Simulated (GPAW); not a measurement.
**MnO in GPAW: convergence with bands over the usual count**

Input of the first run (bands over the usual count 0.72); the others differ in this setting and in those tied to it:

File run.py:

```python
from ase import Atoms
from ase.dft.bandgap import bandgap
from ase.io import write
from ase.units import GPa
from gpaw import GPAW, PW

atoms = Atoms(['Mn', 'O'],
              cell=[[0.0, 2.22200033, 2.22200033],
                    [2.22200033, 0.0, 2.22200033],
                    [2.22200033, 2.22200033, 0.0]],
              scaled_positions=[[0.0, 0.0, 0.0],
                                [0.5, 0.5, 0.5]],
              pbc=True)
atoms.set_initial_magnetic_moments([4.0, 0.0])

calc = GPAW(mode=PW(800),
            xc='PBE',
            kpts={'size': (8, 8, 8), 'gamma': True},
            occupations={'name': 'fermi-dirac', 'width': 0.05},
            nbands=15,
            convergence={'density': 1e-05, 'energy': 1e-05},
            maxiter=100,
            txt='gpaw.txt')
atoms.calc = calc
energy = atoms.get_potential_energy()
forces = atoms.get_forces()
stress = atoms.get_stress()
calc.write('gs.gpw')
write('result.traj', atoms)
print(f'Energy: {energy:.6f} eV')
print('Forces (eV/A):')
print(forces.round(4))
print('Stress (GPa):', (stress / GPa).round(3))
print('Moments:', calc.get_magnetic_moments().round(3))
print('Fermi level:', round(calc.get_fermi_level(), 4), 'eV')
print(f'Gap: {bandgap(calc)[0]:.4f} eV, direct: {bandgap(calc, direct=True)[0]:.4f} eV')
```

Potentials or basis: GPAW PAW data sets (gpaw-data 1.2.1), pw.

Launch:

```console
$ OMP_NUM_THREADS=1 python run.py
```

Hardware: 1 thread of Intel(R) Xeon(R) 6975P-C (Granite Rapids), with other jobs on the host.

```tsv
bands over the usual count	energy less the tightest run, at zero smearing (meV/atom)	SCF cycles	CPU time (s)	peak memory (GiB)
0.72	0.00	11	15	0.17
0.8	0.00	11	16	0.17
0.9	0.00	10	17	0.17
1	0.00	10	18	0.18
1.3	0.00	10	23	0.18
1.7	0.00	10	30	0.19
2.5	0.00	11	45	0.21
```

Against the tightest run, the energy stays within 1 meV/atom from 0.72 on. The tightest run that finished is the yardstick and may itself not be fully converged.

Caveat, for the tightest run too: a cell with one magnetic atom can't hold antiferromagnetic order, which such compounds often take; semilocal functionals often make such compounds metallic where correlation or magnetic order opens a gap, which also shifts bond lengths.
